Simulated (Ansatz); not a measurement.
## Run on Fe (Fmmm) — start Fe1↑ Fe2↑ Fe3↓ Fe4↓; anisotropy by the force theorem

Method: DFT, PBE, PAW with Ansatz's default frozen-core files, scalar-relativistic (Ansatz).

Command: `ansatz run input.yaml --threads 2 --pin off --max-ram 6144MiB --backend cpu --events-out ev --progress --plain --runs-dir out`

```yaml
crystal:
  lattice:
    - [1.7000753688, 1.7262356591, 3.7097032485]
    - [1.7000753688, -1.7262356591, 0.0]
    - [1.7000753688, 1.7262356591, -3.7097032485]
  atoms:
    - { symbol: Fe, position: [0.5, 0.5, 0.0], spin: 1.6 }
    - { symbol: Fe, position: [0.0, 0.5, 0.5], spin: 1.6 }
    - { symbol: Fe, position: [0.0, 0.0, 0.0], spin: -1.6 }
    - { symbol: Fe, position: [0.5, 0.0, 0.5], spin: -1.6 }
magnetization:
  spin_polarized: true
kpoints:
  mp_grid: { grid: [7, 11, 7] }
scf:
  occupations: { method: fermi_dirac, width: 0.05 }
  lower_state_search: "off"
hamiltonian:
  xc: pbe
  pseudopotentials: { kind: paw }
output:
  eigenvalues: false
  eigenstates:
    nscf_kmesh: { grid: [10, 16, 10] }
    top_band: c43
    magnetocrystalline_anisotropy: { directions: [[0.0, 0.0, 1.0], [1.0, 0.0, 0.0], [0.0, 1.0, 0.0]] }
  write_density: true
  write_potential: true
  elf: true
  volumetric_format: npy
```

The program prints:

```
settings of this run that can trade accuracy for cost: output.eigenvalues: false. Do not mix this run's numbers with those of runs without the same settings; the input reference describes each key
Engine: ansatz 0.2.0
Pseudopotentials: kind: paw
Pseudopotential: Fe, paw, valence charge 16, recommended cutoff 420 eV (normal), Fe.paw.azcp
Functional definition: PBE
  parameter kappa = 0.804
  parameter beta = 0.06672455060314922
  exchange = pbe_x(kappa = kappa, mu = beta*pi^2/3)
  correlation = pbe_c(beta = beta)
Crystal: 4 atoms, lattice volume = 43.548 Å³
Basis set: ecut = 420 eV, 845 PW (Γ)
Bands: 43, of which v1, the nominal top of the filled ones, is band 32 counted from 1 (31 counted from 0)
Symmetry: 8 space group operations
Space group: Cmmm (ITA 65), of the structure as read, at distance tolerance 3.5e-5 Å
Magnetic group: BNS 65.490 (UNI 588), of the structure as read, at distance tolerance 3.5e-5 Å
k-points: 156 of 539
Non-local potential: Fe, projectors of the file, l = 0: 3, l = 1: 2, l = 2: 3, l = 3: 1
PAW form: soft (Blöchl's): semilocal exchange-correlation on the pseudo side does not see the compensation charge
PAW one-centre angular grid: Fe, 590 points (default); XC on 64 Gauss nodes
Initial density: superposition of atomic densities (chi_scale 0.1, normalization cell)
Starting moments: Σ|m| = 6.4 μB on 4 of 4 sites
Starting magnetic order: antiferromagnet; a translation exchanges its spin sublattices: spin-degenerate at every k-point
Initial wavefunctions: pseudopotential atomic-orbital guess
Functional: x = pbe(κ = 0.804, μ = 0.2195149727645171), c = pbe(β = 0.06672455060314922)
SCF iter   1: F=—  HF=-17922.011132 eV  |F-HF|=—  |Δ(HF+E_count)|=         —  Δρ=5.61e-2 (↑5.61e-2 ↓5.61e-2)  dr2=2.91e0  dr2_m=1.66e-1  M=0.000 μB ∫|m|=5.696 μB  β_m=0.30  ethr=3.10e-3  ⟨swp⟩=5.0  Hψ=21044  notcnv=0  defer=42
preconditioner: auto → Kerker (q_TF=auto, 2.909 Å⁻¹)  [metal: Δε(μ)=0.001 eV  Ē_g=6.663 eV  σ=0.050 eV  W_gap=0.01  n_scr=14 (ndim 8)  ℏωp=31.8 eV  f_vac=0.000  D(μ)=5.95/eV (n_scr^D=80)]
spin=Collinear: Kerker preconditioning applied to the charge; magnetization (m = ρ↑ − ρ↓) channel mixes plain (no charge-response kernel on spin).
[...]
SCF iter  12: F=—  HF=-17921.612766 eV  |F-HF|=—  |Δ(HF+E_count)|=   7.48e-6  Δρ=3.84e-5 (↑3.84e-5 ↓3.84e-5)  dr2=1.07e-6  dr2_m=3.01e-8  M=0.000 μB ∫|m|=6.515 μB  β_m=0.97  ethr=6.68e-8  ⟨swp⟩=2.0  Hψ=8836  notcnv=0  defer=220
SCF iter  13: F=—  HF=-17921.612766 eV  |F-HF|=—  |Δ(HF+E_count)|=   1.72e-7  Δρ=1.54e-5 (↑1.54e-5 ↓1.54e-5)  dr2=1.89e-7  dr2_m=8.26e-9  M=0.000 μB ∫|m|=6.515 μB  β_m=0.99  ethr=1.67e-9  ⟨swp⟩=2.2  Hψ=8893  notcnv=0  defer=220
SCF iter  14: F=-17921.612766 eV  HF=-17921.612766 eV  |F-HF|=6.40e-10  |Δ(HF+E_count)|=   2.24e-8  Δρ=2.75e-6 (↑2.75e-6 ↓2.75e-6)  dr2=2.78e-9  dr2_m=1.02e-9  M=0.000 μB ∫|m|=6.515 μB  ethr=1.56e-10  ⟨swp⟩=7.4  Hψ=18001  notcnv=0
SCF 1 converged in 14 iterations: F = -17921.612766 eV  dr2 = 2.78e-9
  greatest PAW one-centre occupation: 1.000 electrons in one spin orbital (limit 2), on the Fe atom at site 3 (counted from 0), in its partial waves of l = 0
NSCF: frozen V_eff on 447 k-points
Magnetocrystalline anisotropy: 0 of 447 k-points coupled
Magnetocrystalline anisotropy: 64 of 447 k-points coupled
Magnetocrystalline anisotropy: 128 of 447 k-points coupled
Magnetocrystalline anisotropy: 192 of 447 k-points coupled
Magnetocrystalline anisotropy: 256 of 447 k-points coupled
Magnetocrystalline anisotropy: 320 of 447 k-points coupled
Magnetocrystalline anisotropy: 384 of 447 k-points coupled
Magnetocrystalline anisotropy: 447 of 447 k-points coupled
SCF converged after 14 iterations
Magnetization: 0.0000 μB (32.0000 up, 32.0000 down)
Absolute magnetization: 6.5149 μB (∫|ρ↑−ρ↓|, with the PAW one-centre terms)
Spin contamination: 2.3949 ħ² per cell (⟨S²⟩ above its minimum at these occupations)
Per-site moments (μB) at R_I (Å): [(1.5671870535176453, 0.9994208313028974), (1.567187053517646, 0.9994208313028974), (-1.567187053517646, 0.9994208313028974), (-1.5671870535176453, 0.9994208313028974)]
Free energy (F): -17921.612766 eV
Harris-Foulkes:  -17921.612766 eV  (|F-HF|=6.40e-10)
Internal energy: -17921.571724 eV  (E = F + TS)
E sigma→0 (E₀):  -17921.592245 eV
Entropy (-TS):   -0.041042 eV (-10.260 meV/atom)
Fermi energy:    19.724907 eV
--- Per-component energies (eV) ---
  E_band       = -797.365149
  E_kinetic    = 1408.755729
  E_local      = -8035.168049  (includes V_loc(G=0)·N_el)
  E_nonlocal   = 862.635453
  E_hartree    = 3381.622444
  E_xc         = -474.551923
  E_vxc        = -611.304501  (∫ρ·V_xc dr)
  E_paw        = -5458.456187  (= ΣΔE_a)
  E_vpaw       = -1185.527159  (= ΣTr[D̂ρ^β])
  E_aug_tail   = 0.003239  (compensation charges beyond the density's cutoff)
  E_ewald      = -9606.412431
  E_smearing   = -0.041042  (= −TS)
  E_closure    = -0.000000  (closes the sum)
  Σ components = -17921.612766   (vs F -17921.612766, Δ=0.00e0)
--- Band table (eV; the first three rows and the last of 312) ---
  k-point 0 ↑: bands = ["-68.3910", "-68.3485", "-66.5985", "-66.5567", "-34.6017", "-34.4486", "-34.4077", "-34.2671", "-34.2474", "-34.2209", "-32.8226", "-32.6502", "-32.6272", "-32.4902", "-32.4860", "-32.4601", "10.8151", "14.6706", "14.7777", "15.0240", "15.5742", "17.1560", "17.6019", "17.6679", "17.9403", "18.0003", "18.0186", "18.2167", "18.9461", "19.1301", "19.5060", "19.5931", "20.2789 …
  k-point 1 ↑: bands = ["-68.3888", "-68.3505", "-66.5965", "-66.5588", "-34.5845", "-34.4446", "-34.4075", "-34.2810", "-34.2480", "-34.2223", "-32.8076", "-32.6512", "-32.6303", "-32.5073", "-32.4856", "-32.4616", "11.0236", "14.6864", "14.8753", "15.0446", "15.6558", "17.1224", "17.6665", "17.6862", "17.8997", "17.9549", "18.0369", "18.2460", "18.7874", "18.8920", "19.0728", "19.1055", "19.9916 …
  k-point 2 ↑: bands = ["-68.3828", "-68.3563", "-66.5909", "-66.5648", "-34.5367", "-34.4345", "-34.4083", "-34.3254", "-34.2449", "-34.2263", "-32.7649", "-32.6529", "-32.6380", "-32.5564", "-32.4823", "-32.4656", "11.6282", "14.4197", "15.1445", "15.2536", "15.8899", "16.9529", "17.5085", "17.7153", "17.8351", "17.9075", "17.9372", "18.1383", "18.3070", "18.3616", "18.7399", "18.8136", "19.3224 …
  k-point 155 ↓: bands = ["-68.3843", "-68.3476", "-66.5943", "-66.5556", "-34.5692", "-34.4230", "-34.3883", "-34.2851", "-34.2658", "-34.2485", "-32.8216", "-32.6746", "-32.6388", "-32.5153", "-32.5063", "-32.4881", "13.6521", "13.8939", "15.0600", "16.2130", "16.2624", "16.3818", "16.6516", "17.0209", "17.2116", "17.4164", "17.5741", "17.9578", "18.4966", "18.5867", "18.7562", "18.9586", "19.38 …
settings of this run that can trade accuracy for cost: output.eigenvalues: false. Do not mix this run's numbers with those of runs without the same settings; the input reference describes each key
```

magnetocrystalline_anisotropy.tsv:

```
# direction_x	direction_y	direction_z	energy_mev	energy_tetrahedra_mev	beyond_first_order_mev	atom_0_mev	atom_1_mev	atom_2_mev	atom_3_mev	spread_mev	spread_tetrahedra_mev	orbital_0_along_direction_mub	orbital_1_along_direction_mub	orbital_2_along_direction_mub	orbital_3_along_direction_mub
# format = ansatz-magnetocrystalline-anisotropy/3
# nscf_kmesh_grid = 10 16 10
# nscf_kmesh_shift = 0 0 0
# n_bands = 75
# occupation_method = fermi_dirac
# smearing_width_ev = 0.05
# xc_rung = gga
# a1_ang = 1.7001 1.7262 3.7097
# a2_ang = 1.7001 -1.7262 0
# a3_ang = 1.7001 1.7262 -3.7097
# atom = 0 Fe 0.5 0.5 0
# atom = 1 Fe 0 0.5 0.5
# atom = 2 Fe 0 0 0
# atom = 3 Fe 0.5 0 0.5
# kernel_functional = own
# kernel_scale = 1.0181
# goldstone_residual = 0.0087939
# bands_end_over_fermi_ev = 41.916
# easy_direction_run = 0
# easy_direction_tetrahedra = 0
0	0	1	0	0	2.8517e-05	0	0	0	0	0	0	0.043158	0.043158	-0.043158	-0.043158
1	0	0	0.30164	0.29168	6.8727e-05	0.072201	0.072201	0.072201	0.072201	0.10327	0.3153	0.042152	0.042152	-0.042152	-0.042152
0	1	0	0.33314	0.34844	9.1615e-05	0.080131	0.080131	0.080131	0.080131	0.11348	0.32857	0.042226	0.042226	-0.042226	-0.042226
```

The log's space group differs from the title's, since the program also counts the typed moments and uses a tighter tolerance.

Site moments (μB): Fe1 1.57, Fe2 1.57, Fe3 -1.57, Fe4 -1.57. Cell moment 0.00 μB.

The magnetic group in the log treats spin as a scalar label, without spin–orbit coupling.

The Ansatz runs typed with the search for lower states off end where their start leads. None of this fixes the real material's magnetic order: only patterns that fit the cell were computed, without spin fluctuations and on one mesh and smearing, with a functional that can overstate moments.

It took 77 s on 2 threads of Intel(R) Xeon(R) 6975P-C (Granite Rapids) (shared host), peak memory 1.9 GiB.
